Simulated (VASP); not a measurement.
**VASP 6.6.1 run: C**

INCAR

```
METAGGA = R2SCAN
LCHARG = .FALSE.
EDIFF = 1E-7
NBANDS = 11
NSW = 0
NELM = 55
ISIF = 2
ALGO = Normal
ENCUT = 520
IBRION = -1
SIGMA = 0.01
LWAVE = .FALSE.
ISMEAR = 0
LASPH = .TRUE.
PREC = Accurate
LREAL = .FALSE.
```

KPOINTS

```
KPOINTS created by Atomic Simulation Environment
0
Gamma
1 1 1
0 0 0
```

POSCAR

```
C
 1.0000000000000000
     0.0000000000000000    1.8157266254000000    1.7726397714000000
     1.8157266254000000    0.0000000000000000    1.7726397714000000
     1.8157266254000000    1.8157266254000000    0.0000000000000000
 C
   2
Cartesian
  0.0000000000000000  0.0000000000000000  0.0000000000000000
  0.9078633126999999  0.9078633126999999  0.8863198857000000
```

The recommended PBE PAW datasets give the neutral cell 8 valence electrons.

Command

```
mpirun -np 1 vasp_std
```

OSZICAR

```
N       E                     dE             d eps       ncg     rms          rms(c)
DAV:   1     0.315787601721E+02    0.31579E+02   -0.60924E+03    22   0.706E+02
DAV:   2     0.685044363112E+01   -0.24728E+02   -0.23076E+02    25   0.121E+02
DAV:   3     0.637083260200E+01   -0.47961E+00   -0.47414E+00    22   0.158E+01
DAV:   4     0.637008271808E+01   -0.74988E-03   -0.74982E-03    28   0.714E-01
DAV:   5     0.637008207690E+01   -0.64117E-06   -0.64111E-06    25   0.234E-02    0.107E+01
DAV:   6     0.102299279215E+02    0.38598E+01   -0.55475E-01    22   0.618E+00    0.744E+00
DAV:   7     0.107439945498E+02    0.51407E+00   -0.10733E+00    22   0.798E+00    0.937E-01
DAV:   8     0.107403529003E+02   -0.36416E-02   -0.79468E-03    28   0.925E-01    0.610E-01
DAV:   9     0.107382987559E+02   -0.20541E-02   -0.13600E-03    28   0.384E-01    0.563E-02
DAV:  10     0.107382578887E+02   -0.40867E-04   -0.23483E-05    25   0.442E-02    0.107E-02
DAV:  11     0.107382561817E+02   -0.17070E-05   -0.33589E-06    28   0.157E-02    0.425E-03
DAV:  12     0.107382561336E+02   -0.48096E-07   -0.78449E-09    14   0.107E-03
   1 F= 0.10738256E+02 E0= 0.10738256E+02  d E =-.352011-127
```

It converged. Results: gap between bands v and c on the k mesh 5.32 eV; least direct gap on the k mesh 5.32 eV; pressure 298.0 GPa. Band v is the last that the valence electrons fill when counted band by band, and c is the next.

Task: Find the fault in these files.

Result: One k point for a small cell. On sound settings r²SCAN gives a gap of 3.65 eV on its mesh and a pressure of -13.9 GPa for the intended cell. This run's energy (σ→0) differs from it by 15183 meV an atom.
